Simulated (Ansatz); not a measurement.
TiO2: phonons across the zone

Method: DFT PBE, scalar-relativistic, plane waves, PAW (Ansatz 0.2.0). Cutoff 420 eV, 6×6×6 k-points (Γ-centred), fixed occupations. No spin polarisation. Phonons by linear response, acoustic sum rule imposed.

The cell, relaxed at this level:
```
CELL_PARAMETERS angstrom
0.00000 4.19722 4.19722
4.19722 0.00000 4.19722
4.19722 4.19722 0.00000
ATOMIC_POSITIONS crystal
Ti 0.75000 0.75000 0.75000
Ti 0.50000 0.50000 0.50000
O 0.62500 0.62500 0.62500
O 0.62500 0.62500 0.12500
O 0.62500 0.12500 0.62500
O 0.12500 0.62500 0.62500
```

It was reached by relaxing an invented guess, and it needn't be the stable form of this composition.

Force constants from linear response on a 2×2×2 q mesh.

Path: Γ–X–U | K–Γ–L–W–X. Only the points of the 2×2×2 mesh were computed; the rest is interpolation, which is rough on so few points. On the mesh no mode is imaginary. Distance along the path (Å⁻¹), then the branches (cm⁻¹, negative for imaginary; the LO field is included):
```
0.000  0 0 0 41 41 41 279 279 297 297 301 479 479 479 627 627 949 971
0.187  17 17 62 62 70 73 274 277 289 289 307 470 478 478 633 633 950 974
0.374  17 17 107 107 118 143 259 267 267 273 323 446 481 481 643 643 953 980
0.561  22 22 155 155 164 201 236 236 236 262 348 415 491 491 648 648 962 981
0.749  25 25 198 198 200 200 204 204 240 240 380 380 497 497 649 649 973 973
0.815  25 39 190 191 196 198 210 212 241 242 377 380 496 499 649 651 972 973
0.881  26 65 180 181 191 192 219 222 243 248 366 380 496 505 649 656 969 971
0.947  27 92 170 170 184 184 227 232 245 256 352 381 495 512 648 661 965 970
1.013  29 118 159 159 174 176 235 241 247 264 336 383 494 519 646 666 960 969
1.112  30 142 142 154 156 160 245 246 254 274 314 391 492 524 644 668 953 970
1.311  32 108 108 108 124 204 216 262 275 284 295 419 487 516 638 657 946 976
1.509  29 57 72 73 81 131 259 273 287 289 298 452 483 496 631 640 947 977
1.708  16 16 35 44 46 55 277 278 295 296 301 476 480 481 627 629 949 972
1.807  0 0 0 41 41 41 279 279 297 297 301 479 479 479 627 627 949 971
1.969  16 16 42 63 67 67 276 276 294 294 298 478 480 480 629 629 948 974
2.131  17 17 42 113 113 128 262 262 290 291 291 474 482 482 634 634 947 978
2.293  16 16 42 160 160 187 236 236 278 290 290 465 485 485 637 637 948 980
2.455  16 16 42 201 201 202 202 218 268 290 290 459 487 487 638 638 949 980
2.588  33 48 66 185 187 207 210 227 271 286 292 437 488 503 640 646 949 978
2.720  60 72 119 166 166 208 212 240 272 275 303 406 492 516 644 659 951 973
2.852  88 97 142 144 168 209 212 242 259 273 326 379 500 517 652 664 956 968
2.985  114 114 123 123 205 205 216 216 266 266 353 353 510 510 660 660 962 962
3.078  92 92 143 143 204 204 217 217 262 262 357 357 508 508 658 658 964 964
3.172  65 65 165 165 201 201 217 217 252 252 367 367 504 504 655 655 968 968
3.265  40 40 184 184 200 200 213 213 243 243 377 377 499 499 651 651 972 972
3.359  25 25 198 198 200 200 204 204 240 240 380 380 497 497 649 649 973 973
```
